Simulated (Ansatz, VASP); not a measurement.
**One calculation of BN, two programs**

The input INCAR:

```
  ALGO = Normal
  EDIFF = 1E-6
  ENCUT = 520
  GGA = PE
  ISIF = 2
  ISMEAR = -1
  LASPH = True
  LCHARG = False
  LREAL = False
  LWAVE = False
  NBANDS = 11
  NELM = 60
  PREC = Accurate
  SIGMA = 0.03
```

File KPOINTS:

```
k-points
0
Gamma
  13 13 13
```

File POSCAR:

```
BN
1.0
    0.0000000000      1.7953687620      1.7953687620
    1.7953687620      0.0000000000      1.7953687620
    1.7953687620      1.7953687620      0.0000000000
B N
1 1
Direct
    0.0000000000      0.0000000000      0.0000000000
    0.7500000000      0.7500000000      0.7500000000
```

Input for Ansatz:

```yaml
crystal:
  lattice:
    - [0.0, 1.795368762, 1.795368762]
    - [1.795368762, 0.0, 1.795368762]
    - [1.795368762, 1.795368762, 0.0]
  atoms:
    - { symbol: B, position: [0.0, 0.0, 0.0] }
    - { symbol: "N", position: [0.75, 0.75, 0.75] }
kpoints:
  mp_grid: { grid: [13, 13, 13] }
  band_path:
    path:
      - [0.0, 0.0, 0.0]
      - [-0.5, -0.5, 0.0]
      - [-0.375, -0.375, 0.25]
      - [-0.375, 0.0, 0.375]
      - [0.0, 0.0, 0.0]
      - [0.0, 0.0, 0.5]
      - [-0.5, -0.25, 0.25]
      - [-0.5, -0.5, 0.0]
    npoints: 5
scf:
  occupations: { method: fermi_dirac, width: 0.03 }
hamiltonian:
  xc: pbe
  pseudopotentials: { kind: all_electron, lapw: { basis_error: 0.001 } }
output:
  forces: true
  stress: true
  eigenvalues: true
```

Change from the starting cell: volume scaled by 0.98.

Alike in both runs: task single point; functional PBE; k mesh 13 × 13 × 13; occupations fermi-dirac, width 0.03 eV; no spin polarisation.

|  | VASP | Ansatz |
| --- | --- | --- |
| version | VASP 6.6.1 | Ansatz 0.2.0 |
| potentials or method | VASP PAW PBE potentials, release 64 (B, N) | all-electron LAPW, scalar-relativistic |
| plane-wave cutoff (eV) | 520 | see its input |

Ansatz gave:

```
gap on the k mesh at the Fermi level (eV) : 4.57
pressure (GPa)                            : 11.1
```

What did VASP give for the same quantities?

gap on the k mesh at the Fermi level (eV): 4.56; pressure (GPa): 11.4.

Ansatz ran all-electron here, so the differences hold the error of VASP's frozen core and of both bases.

Caveats: an odd mesh through Γ misses points on the zone boundary, where band edges often lie.
